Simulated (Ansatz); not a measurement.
Structure relaxation of H2Se

Theory: DFT PBE, scalar-relativistic, plane waves, PAW in Ansatz.

H2Se was placed on the AlB2 structure type (P6/mmm, No. 191), with Se in place of Al, H in place of B, at a guessed volume.

Input of the last, converged step (default PAW datasets):

```yaml
crystal:
  lattice:
    - [2.6418368036, 0.0, 0.0]
    - [-1.3209184018, 2.2878977846, 0.0]
    - [0.0, 0.0, 7.2037135861]
  atoms:
    - { symbol: H, position: [0.3333333333, 0.6666666667, 0.5] }
    - { symbol: H, position: [0.6666666667, 0.3333333333, 0.5] }
    - { symbol: Se, position: [0.0, 0.0, 0.0] }
basis:
  ecutwfc: 420
kpoints:
  mp_grid: { grid: [18, 18, 8] }
hamiltonian:
  xc: pbe
scf:
  occupations: { method: gaussian, width: 0.1 }
output:
  forces: true
  stress: true
  eigenvalues: true
relax:
  adjacent_minimum: "off"
  f_tol: 0.01
  max_steps: 80
  cell: { stress_tol: 0.05 }
```

Launched as:

```bash
ansatz run input.yaml --threads 1 --pin off --max-ram 2560MiB --backend cpu --events-out ev --progress --plain --runs-dir out
```

It took 5.3 s on 1 thread of AMD EPYC 9R45 96-Core Processor (Zen 5), with other jobs on the host, peak memory 0.46 GiB.

The program printed at the end:

```
SCF converged after 4 iterations
Free energy (F): -5498.068258 eV
Harris-Foulkes:  -5498.068258 eV  (|F-HF|=2.73e-12)
Internal energy: -5498.060889 eV  (E = F + TS)
E sigma→0 (E₀):  -5498.064573 eV
Entropy (-TS):   -0.007369 eV (-2.456 meV/atom)
Fermi energy:    3.289994 eV
--- Per-component energies (eV) ---
  E_band       = -470.514430
  E_kinetic    = 139.663691
  E_local      = -4065.658565  (includes V_loc(G=0)·N_el)
  E_nonlocal   = -591.910523
  E_hartree    = 1974.440016
  E_xc         = -119.679625
  E_vxc        = -118.129341  (∫ρ·V_xc dr)
  E_paw        = -1912.669053  (= ΣΔE_a)
  E_vpaw       = 216.642653  (= ΣTr[D̂ρ^β])
  E_aug_tail   = -0.002562  (compensation charges beyond the density's cutoff)
  E_ewald      = -922.244268
  E_smearing   = -0.007369  (= −TS)
  E_closure    = 0.000000  (closes the sum)
  Σ components = -5498.068258   (vs F -5498.068258, Δ=0.00e0)
--- Forces (eV/Å), atoms counted from 1 ---
  atom   1  H      0.00000000     0.00000000     0.00000000
  atom   2  H      0.00000000     0.00000000     0.00000000
  atom   3  Se     0.00000000     0.00000000     0.00000000
  max |Σ_I F_I| component: 1.64e-32 eV/Å
--- Stress (GPa, compression-positive) ---
       -0.004577       0.000000       0.000000
        0.000000      -0.004577       0.000000
        0.000000       0.000000       0.025559
  P = ⅓ Tr σ = 0.0055 GPa (0.055 kbar)
--- Relaxed structure (1 steps of the walk, 1 accepted, 1 SCFs on fresh bases) ---
  F+E_penalty+E_count = -5498.06825796 eV   max|allowed force component| = 2.082e-17 eV/Å   (the final SCF, on the basis selected at the relaxed cell)
  cell:  # Å, volume = 43.5411 Å³
    - [2.641837, 0.0, 0.0]
    - [-1.320918, 2.287898, 0.0]
    - [0.0, 0.0, 7.203714]
  atoms:
    - { symbol: H, position: [0.333333, 0.666667, 0.500000] }
    - { symbol: H, position: [0.666667, 0.333333, 0.500000] }
    - { symbol: Se, position: [0.0, 0.0, 0.0] }
```

Absolute energies hang on the potentials; compare differences alone.

The result has space group P6/mmm (No. 191). Around H lie 3 H at 1.53 Å; Se has 6 Se at 2.64 Å.

Against the elements it lies at 0.92 eV/atom. Formation energies are uncorrected and refer to the elements' standard structures at the same level (H₂ as a molecule).

For metals, differences of a few meV/atom aren't resolved. Weakly bound directions are ill-defined at this level, which has no dispersion term.

Symmetry constrained the relaxation, so the result can be a saddle point.